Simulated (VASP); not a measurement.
Runs of VASP 6.6.1 on KMgF3. The structure is tetragonal, space group P4mm (No. 99). The conventional cell has a = 3.986 Å, b = 3.986 Å, c = 3.986 Å, α = 90.00°, β = 90.00°, γ = 90.00°. K (site symmetry 4mm) is surrounded by 12 F at 2.82 Å. Mg (site symmetry 4mm) is surrounded by 6 F at 1.92 to 2.07 Å. F (site symmetry 2mm) is surrounded by 2 Mg at 1.99 Å. F (site symmetry 4mm) has 2 Mg at 1.92 to 2.07 Å as nearest neighbours. 

| cell | gap on the mesh (eV) | pressure (GPa) | largest force (eV/Å) |
| --- | --- | --- | --- |
| all Mg atoms moved +0.075 Å, as atom 2 along Cartesian [0 0 1] | 7.12 | 0.1 | 0.72 |
| all Mg atoms moved +0.013 Å, as atom 2 along Cartesian [0 0 1] | 7.12 | -0.1 | 0.12 |
| all Mg atoms moved -0.050 Å, as atom 2 along Cartesian [0 0 1] | 7.12 | (c) | (b) |
| all Mg atoms moved +0.087 Å, as atom 2 along Cartesian [0 0 1] | 7.11 | (a) | 0.85 |

Alike in all rows: task single point; level PBEsol; potentials or basis VASP PAW PBE potentials, release 64 (K_sv, Mg, F); no spin polarisation; k mesh 6 × 6 × 6; cutoff (eV) 520; smearing gaussian 0.05 eV.

**Question.** Estimate the missing entries.

**Answer.** (a) 0.2; (b) 0.47; (c) 0.0.

Caveats: the PAW data sets were made with another functional, which shifts forces and pressure a little.

A k mesh can miss the band edges.
